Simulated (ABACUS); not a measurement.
## ZrC under changes of volume

One of the cells (13.228 Å³/atom); the others are scaled copies at fixed shape and fractional positions:

```xyz
2
Lattice="0.0000 2.3650 2.3650 2.3650 0.0000 2.3650 2.3650 2.3650 0.0000" Properties=species:S:1:pos:R:3 pbc="T T T"
Zr    2.3650    2.3650    2.3650
C     0.0000    0.0000    0.0000
```

```yaml
Program: ABACUS 3.10.1
Functional: PBE
Potentials_or_basis: PseudoDojo NC SR 0.4.1 PBE standard
Cutoff: 1361 eV
Density_cutoff: 5442 eV
Basis: DZP LCAO (the cutoffs set its grid)
k_mesh: 10 × 10 × 10
Occupations: fermi-dirac, width 0.05 eV
Spin: no spin polarisation
```

```tsv
volume (Å³/atom)	energy over the lowest point (meV/atom)	pressure (GPa)
12.434	?	?
12.699	7.44	7.0
12.963	0.00	2.1
13.228	0.27	-2.3
13.493	7.46	-6.3
13.757	20.93	-9.9
14.022	40.04	-13.2
```

Problem. What does the run at 12.434 Å³/atom give?

Solution. Energy over the lowest point 23.36 meV/atom; pressure 12.4 GPa.

Worked out: A Birch-Murnaghan fit of order 3 (a polynomial in V^(-2/3)) to the other rows has its minimum at 13.09 Å³/atom with B0 = V·E''(V) = 220 GPa and B' = 4.2. It gives 23.49 meV/atom at 12.434 Å³/atom, against the run's 23.36, and -dE/dV = 12.5 GPa, against 12.4.

Energies are extrapolated to zero smearing.

Caveats: the atomic orbitals were generated for these runs and aren't a published set; the basis of atomic orbitals isn't converged, which shifts pressures, moduli and gaps.
